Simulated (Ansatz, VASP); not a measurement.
# MoW (random alloy of the bcc Mo-W line, x = 0.5) in two plane-wave programs

Wanted: the spread between two codes on one cell, functional and k mesh. The structure shown is the start of the Ansatz relaxation below; VASP solves that cell, so the two are compared at the walk's first step.

Program: Ansatz 0.2.0. Level of theory: plane waves, with VASP 6.6.1 beside it; single point at PBE. Results are calculated unless marked as measured.

**1. The structure**

The cell holds 54 atoms: 27 Mo and 27 W. Its edges and angles: a = 9.518 Å, b = 9.518 Å, c = 9.518 Å, α = 90.0°, β = 90.0°, γ = 90.0°. It derives from Mo (bcc Mo-W), repeated 3×3×3. Bcc Mo-W: 54 atoms, 27 of 54 Mo sites given to W at random, cell and internal coordinates interpolated linearly between the end members (Vegard's rule); (so at first; earlier steps may have moved the atoms), displaced by a Gaussian of 0.02 A. Lattice constants are starting values near those of PBE.

**2. Ansatz: relaxation, PBE**

Ansatz runs on its default PAW (the set named soft_2) files.

The two programs are compared at the cell with which this relaxation starts, whose forces are those of its first step.

input.yaml reads:

```yaml
crystal:
  lattice:
    - [9.5175, 0.0, 0.0]
    - [0.0, 9.5175, 0.0]
    - [0.0, 0.0, 9.5175]
  atoms:
    - { symbol: Mo, position: [0.00341, 0.99871, 0.99889] }
    - { symbol: W, position: [0.16441, 0.16849, 0.16183] }
    - { symbol: Mo, position: [0.00367, 0.9984, 0.334] }
    - { symbol: W, position: [0.16614, 0.16974, 0.49567] }
    - { symbol: W, position: [0.99932, 0.99919, 0.66905] }
    - { symbol: W, position: [0.16436, 0.1663, 0.83149] }
    - { symbol: W, position: [9.0e-05, 0.33456, 0.99769] }
    - { symbol: W, position: [0.16907, 0.50189, 0.16772] }
    - { symbol: Mo, position: [0.00189, 0.3319, 0.33308] }
    - { symbol: Mo, position: [0.1647, 0.49944, 0.50111] }
    - { symbol: Mo, position: [0.99855, 0.3325, 0.66522] }
    - { symbol: W, position: [0.16489, 0.49859, 0.83331] }
    - { symbol: Mo, position: [0.99765, 0.66716, 0.00349] }
    - { symbol: Mo, position: [0.16823, 0.83293, 0.1648] }
    - { symbol: Mo, position: [0.99843, 0.67022, 0.33344] }
    - { symbol: Mo, position: [0.16533, 0.83373, 0.50441] }
    - { symbol: Mo, position: [0.00025, 0.66796, 0.6673] }
    - { symbol: W, position: [0.16593, 0.83093, 0.8326] }
    - { symbol: W, position: [0.33289, 0.00123, 0.00176] }
    - { symbol: W, position: [0.50196, 0.16727, 0.16853] }
    - { symbol: Mo, position: [0.33175, 0.00263, 0.33441] }
    - { symbol: W, position: [0.49937, 0.16769, 0.49984] }
    - { symbol: Mo, position: [0.33571, 0.00319, 0.67126] }
    - { symbol: W, position: [0.49707, 0.16363, 0.83227] }
    - { symbol: W, position: [0.33367, 0.33517, 0.00066] }
    - { symbol: Mo, position: [0.49575, 0.49936, 0.16841] }
    - { symbol: Mo, position: [0.33382, 0.33493, 0.33287] }
    - { symbol: W, position: [0.49958, 0.50039, 0.50086] }
    - { symbol: W, position: [0.33375, 0.33358, 0.66526] }
    - { symbol: Mo, position: [0.50079, 0.50026, 0.83571] }
    - { symbol: W, position: [0.33585, 0.66706, 0.99921] }
    - { symbol: Mo, position: [0.49866, 0.83422, 0.16683] }
    - { symbol: Mo, position: [0.33261, 0.66676, 0.33203] }
    - { symbol: Mo, position: [0.50147, 0.83239, 0.50257] }
    - { symbol: Mo, position: [0.33418, 0.66791, 0.66437] }
    - { symbol: Mo, position: [0.50036, 0.83489, 0.83133] }
    - { symbol: W, position: [0.66611, 7.0e-05, 0.99711] }
    - { symbol: Mo, position: [0.834, 0.16844, 0.16486] }
    - { symbol: Mo, position: [0.6674, 0.99724, 0.33325] }
    - { symbol: Mo, position: [0.82994, 0.16902, 0.50086] }
    - { symbol: Mo, position: [0.66661, 0.99837, 0.66934] }
    - { symbol: W, position: [0.83747, 0.16276, 0.83593] }
    - { symbol: W, position: [0.67009, 0.33404, 0.99748] }
    - { symbol: W, position: [0.83515, 0.49962, 0.1654] }
    - { symbol: Mo, position: [0.66408, 0.33449, 0.335] }
    - { symbol: W, position: [0.83202, 0.50109, 0.4976] }
    - { symbol: W, position: [0.66835, 0.33343, 0.66627] }
    - { symbol: Mo, position: [0.83312, 0.50183, 0.83491] }
    - { symbol: Mo, position: [0.66778, 0.66696, 0.00016] }
    - { symbol: W, position: [0.83463, 0.83382, 0.1681] }
    - { symbol: W, position: [0.66601, 0.66155, 0.33552] }
    - { symbol: W, position: [0.83793, 0.83426, 0.49979] }
    - { symbol: W, position: [0.66638, 0.66642, 0.6667] }
    - { symbol: W, position: [0.83098, 0.83225, 0.83124] }
kpoints:
  mp_grid: { grid: [2, 2, 2] }
hamiltonian:
  xc: pbe
scf:
  occupations: { method: fermi_dirac, width: 0.1 }
output:
  forces: true
relax:
  f_tol: 0.04
  max_steps: 150
  cell: {}
```

Run with:

```sh
ansatz run input.yaml --threads 10 --pin off --max-ram 102400MiB --backend cuda --events-out ev --progress --plain --runs-dir out
```

Numbers of over 12 decimals in the logs are rounded to 6 here.

The program printed:

```text
Engine: ansatz 0.2.0, x86_64-unknown-linux-gnu
Pseudopotentials: kind: paw
Pseudopotential: Mo, paw, valence charge 14, recommended cutoff 420 eV (normal), Mo.paw.azcp
Pseudopotential: W, paw, valence charge 14, recommended cutoff 420 eV (normal), W.paw.azcp
Functional definition: PBE
  parameter kappa = 0.804
  parameter beta = 0.066725
  exchange = pbe_x(kappa = kappa, mu = beta*pi^2/3)
  correlation = pbe_c(beta = beta)
device memory: the entry about to start is reckoned to put 23.0 GiB on a device that reports 78.6 GiB free
GPU FFT provider: cuFFT
GPU libraries: cuBLAS 13.8.2, cuFFT 12.4.0, cuSOLVER 12.3.4
Crystal: 54 atoms, lattice volume = 862.122 Å³
Basis set: ecut = 420 eV, 16831 PW (Γ), exchange–correlation on 128×128×128 points (8 copies of the dense FFT grid, shifted against one another)
Bands: 454, of which v1, the nominal top of the filled ones, is band 378 counted from 1 (377 counted from 0)
Symmetry: 1 space group operations
Space group: P1 (ITA 1), of the structure as read, at distance tolerance 9.5e-5 Å
k-points: 8
Non-local potential: Mo, projectors of the file, l = 0: 3, l = 1: 2, l = 2: 2, l = 3: 1
Non-local potential: W, projectors of the file, l = 0: 3, l = 1: 2, l = 2: 2, l = 3: 1
PAW form: soft (Blöchl's): semilocal exchange-correlation on the pseudo side does not see the compensation charge
PAW one-centre angular grid: Mo, 590 points (default); XC on 64 Gauss nodes
PAW one-centre angular grid: W, 590 points (default); XC on 64 Gauss nodes
Initial density: superposition of atomic densities (neutral atoms: chi_scale 0, normalization atom), corrected by the library's trained network
Initial wavefunctions: pseudopotential atomic-orbital guess
GPU buffer pool allocated for 262144 grid points (all kernels)
GPU transforms: local potential and band sums: pruned to the plane-wave sphere, on 64×64×64
Functional: x = pbe(κ = 0.804, μ = 0.219515), c = pbe(β = 0.066725)
SCF iter   1: F=—  HF=-414203.725324 eV  |F-HF|=—  |Δ(HF+E_count)|=         —  Δρ=3.37e-3  dr2=3.75e-1  ethr=1.77e-3  ⟨swp⟩=4.4  Hψ=13231  notcnv=0
preconditioner: auto → Kerker (q_TF=auto, 2.669 Å⁻¹)  [metal: Δε(μ)=0.025 eV  Ē_g=4.605 eV  σ=0.100 eV  W_gap=0.06  n_scr=256 (ndim 8)  ℏωp=22.8 eV  f_vac=0.000  D(μ)=23.83/eV (n_scr^D=170)]
SCF iter   2: F=—  HF=-414203.703735 eV  |F-HF|=—  |Δ(HF+E_count)|=   2.16e-2  Δρ=1.82e-3  dr2=1.17e-1  ethr=4.96e-5  ⟨swp⟩=1.0  Hψ=4184  notcnv=0
SCF iter   3: F=—  HF=-414203.700511 eV  |F-HF|=—  |Δ(HF+E_count)|=   3.22e-3  Δρ=2.26e-4  dr2=1.53e-3  ethr=1.55e-5  ⟨swp⟩=2.0  Hψ=3777  notcnv=0
SCF iter   4: F=—  HF=-414203.696582 eV  |F-HF|=—  |Δ(HF+E_count)|=   3.93e-3  Δρ=5.53e-5  dr2=1.83e-4  ethr=2.03e-7  ⟨swp⟩=2.0  Hψ=4871  notcnv=0
SCF iter   5: F=—  HF=-414203.696563 eV  |F-HF|=—  |Δ(HF+E_count)|=   1.93e-5  Δρ=1.77e-5  dr2=4.82e-6  ethr=2.42e-8  ⟨swp⟩=2.0  Hψ=4359  notcnv=0
SCF iter   6: F=—  HF=-414203.702195 eV  |F-HF|=—  |Δ(HF+E_count)|=   5.63e-3  Δρ=3.63e-6  dr2=1.84e-7  ethr=6.38e-10  ⟨swp⟩=2.0  Hψ=5637  notcnv=0
SCF iter   7: F=-414203.702195 eV  HF=-414203.702195 eV  |F-HF|=5.12e-9  |Δ(HF+E_count)|=   1.79e-8  Δρ=6.22e-7  dr2=6.84e-9  ethr=1.32e-11  ⟨swp⟩=3.5  Hψ=9596  notcnv=0
SCF 1 converged in 7 iterations: F = -414203.702195 eV  dr2 = 6.84e-9
  greatest PAW one-centre occupation: 1.000 electrons in one spin orbital (limit 2), on the W atom at site 49 (counted from 0), in its partial waves of l = 0
relax step   1: F+E_penalty+E_count = -414203.70219478 eV  Δ(F+E_penalty+E_count) = +0.000e0 eV  max|allowed force component| = 8.635e-1 eV/Å  Δτ_max = 0.0000 Å  P = +0.083 GPa  Ω = 862.122 Å³  (7 SCF iters, dr2 threshold 1.00e-7 eV, accepted)
device memory: the entry about to start is reckoned to put 22.1 GiB (of the 23.0 GiB reckoned in all, the device holds 0.9 GiB already) on a device that reports 77.6 GiB free
GPU FFT provider: cuFFT
GPU libraries: cuBLAS 13.8.2, cuFFT 12.4.0, cuSOLVER 12.3.4
Crystal: 54 atoms, lattice volume = 857.449 Å³
Initial density: handed on by an earlier stage of this run
Initial wavefunctions: those handed on with the density
GPU buffer pool allocated for 262144 grid points (all kernels)
GPU transforms: local potential and band sums: pruned to the plane-wave sphere, on 64×64×64
iter 1 solved again at ethr=5.02e-4 eV; its pass at ethr=3.10e-3 eV (dr2=3.80e0 eV) is discarded
SCF iter   1: F=—  HF=-414203.006550 eV  |F-HF|=—  |Δ(HF+E_count)|=         —  Δρ=1.67e-2  dr2=3.89e0  ethr=5.02e-4  ⟨swp⟩=1.0  Hψ=16475  notcnv=0
preconditioner: auto → Kerker (q_TF=auto, 2.672 Å⁻¹)  [metal: Δε(μ)=0.013 eV  Ē_g=4.617 eV  σ=0.100 eV  W_gap=0.03  n_scr=256 (ndim 8)  ℏωp=22.8 eV  f_vac=0.000  D(μ)=26.99/eV (n_scr^D=202)]
SCF iter   2: F=—  HF=-414202.753193 eV  |F-HF|=—  |Δ(HF+E_count)|=   2.53e-1  Δρ=9.77e-3  dr2=1.37e0  ethr=5.02e-4  ⟨swp⟩=1.0  Hψ=3632  notcnv=0
[...]
--- Relaxed structure (5 steps of the walk, 4 accepted, 1 SCFs on fresh bases) ---
  F+E_penalty+E_count = -414204.14389753 eV   max|allowed force component| = 1.328e-3 eV/Å   (the final SCF, on the basis selected at the relaxed cell)
  cell:  # Å, volume = 861.5288 Å³
    - [9.515543, 0.000315549, -8.633254409130746e-5]
    - [0.000315549, 9.515250, 6.0852422062848775e-5]
    - [-8.633254409130746e-5, 6.0852422062848775e-5, 9.515159]
  atoms:
    - { symbol: Mo, position: [0.000124322, 1.000023, 1.000345] }
    - { symbol: W, position: [0.166771, 0.166680, 0.167203] }
    - { symbol: Mo, position: [0.000111068, 1.000076, 0.333447] }
    - { symbol: W, position: [0.166882, 0.166773, 0.499660] }
    - { symbol: W, position: [1.000130, 1.000053, 0.666186] }
    - { symbol: W, position: [0.166698, 0.166710, 0.833287] }
    - { symbol: W, position: [-0.000150191, 0.333555, 1.000264] }
    - { symbol: W, position: [0.166687, 0.500470, 0.167159] }
    - { symbol: Mo, position: [7.836557353570835e-5, 0.333513, 0.333573] }
    - { symbol: Mo, position: [0.166803, 0.500528, 0.499930] }
    - { symbol: Mo, position: [1.000109, 0.333671, 0.666321] }
    - { symbol: W, position: [0.166579, 0.500656, 0.833127] }
    - { symbol: Mo, position: [1.000148, 0.667005, 0.000205061] }
    - { symbol: Mo, position: [0.166699, 0.833450, 0.166988] }
    - { symbol: Mo, position: [1.000324, 0.667054, 0.333584] }
    - { symbol: Mo, position: [0.166966, 0.833306, 0.499907] }
    - { symbol: Mo, position: [0.00017665, 0.666919, 0.666359] }
    - { symbol: W, position: [0.166701, 0.833234, 0.833227] }
    - { symbol: W, position: [0.333366, -0.000349265, 0.000347291] }
    - { symbol: W, position: [0.500037, 0.166808, 0.167326] }
    - { symbol: Mo, position: [0.333259, -0.000189808, 0.333546] }
    - { symbol: W, position: [0.500061, 0.166534, 0.499715] }
    - { symbol: Mo, position: [0.333338, -0.000119437, 0.666347] }
    - { symbol: W, position: [0.500125, 0.166528, 0.833142] }
    - { symbol: W, position: [0.333494, 0.333804, 0.000215749] }
    - { symbol: Mo, position: [0.500052, 0.500400, 0.166839] }
    - { symbol: Mo, position: [0.333245, 0.333698, 0.333512] }
    - { symbol: W, position: [0.499829, 0.500374, 0.499704] }
    - { symbol: W, position: [0.333288, 0.333764, 0.666413] }
    - { symbol: Mo, position: [0.500056, 0.500555, 0.833412] }
    - { symbol: W, position: [0.333617, 0.667143, 1.000415] }
    - { symbol: Mo, position: [0.500042, 0.833428, 0.166966] }
    - { symbol: Mo, position: [0.333148, 0.667141, 0.333531] }
    - { symbol: Mo, position: [0.499890, 0.833508, 0.500020] }
    - { symbol: Mo, position: [0.333251, 0.667117, 0.666337] }
    - { symbol: Mo, position: [0.500010, 0.833360, 0.833195] }
    - { symbol: W, position: [0.666664, -2.8866569386760246e-5, 1.000372] }
    - { symbol: Mo, position: [0.833389, 0.166697, 0.167046] }
    - { symbol: Mo, position: [0.666840, 1.000118, 0.333570] }
    - { symbol: Mo, position: [0.833303, 0.166828, 0.499809] }
    - { symbol: Mo, position: [0.666732, 0.999978, 0.666310] }
    - { symbol: W, position: [0.833428, 0.166650, 0.833214] }
    - { symbol: W, position: [0.666855, 0.333782, 1.000226] }
    - { symbol: W, position: [0.833458, 0.500580, 0.166971] }
    - { symbol: Mo, position: [0.666892, 0.333435, 0.333442] }
    - { symbol: W, position: [0.833662, 0.500260, 0.499799] }
    - { symbol: W, position: [0.666895, 0.333714, 0.666567] }
    - { symbol: Mo, position: [0.833370, 0.500447, 0.833339] }
    - { symbol: Mo, position: [0.666719, 0.666938, 0.000157933] }
    - { symbol: W, position: [0.833581, 0.833375, 0.166831] }
    - { symbol: W, position: [0.666411, 0.667141, 0.333416] }
    - { symbol: W, position: [0.833421, 0.833511, 0.499796] }
    - { symbol: W, position: [0.666605, 0.666965, 0.666646] }
    - { symbol: W, position: [0.833442, 0.833289, 0.833531] }
```

(Part 1 of 2 ends here.)

[Lines on the potential files, build, host, timing and source positions are cut from VASP's logs without a mark.]

[Logs are printed without paths, hosts, clocks, repeated set-up lines and the standing remarks that a program may print on its own settings, such as how far it seeks lower states.]

[Hosts, paths, dates, database ids (printed as entryN), source tags and the programs' standing remarks are cut or masked in the printed files.]
